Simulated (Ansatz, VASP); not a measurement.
# AlN: VASP beside Ansatz

```xyz
4
Lattice="3.1130 0.0000 0.0000 -1.5565 2.6959 0.0000 0.0000 0.0000 4.9810" Properties=species:S:1:pos:R:3 pbc="T T T"
Al    0.0000    1.7973    0.0000
Al    1.5565    0.8986    2.4905
N     0.0000    1.7973    1.8928
N     1.5565    0.8986    4.3833
```

Alike in both runs: task single point; functional PBEsol; k mesh 6 × 6 × 4; no spin polarisation.

|  | VASP | Ansatz |
| --- | --- | --- |
| version | VASP 6.6.1 | Ansatz 0.2.0 |
| potentials or method | VASP PAW PBE potentials, release 64 (Al, N) | plane waves, PAW |
| plane-wave cutoff (eV) | 520 | 420 |
| occupations | gaussian, width 0.01 eV | fixed |
| valence electrons in the cell | 16 | 16 |

Ansatz gave:

* gap on the k mesh at the Fermi level (eV): 4.13
* pressure (GPa): 0.2
* largest component of the traceless stress (GPa): 0.96

Problem. What did VASP give for the same quantities?

Solution. gap on the k mesh at the Fermi level (eV): 4.15; pressure (GPa): 0.2; largest component of the traceless stress (GPa): 0.98.

Caveats: the PAW data sets were made with another functional, which shifts forces and pressure a little (VASP). A hybrid or GW would open this gap; PBEsol tends to underestimate it.
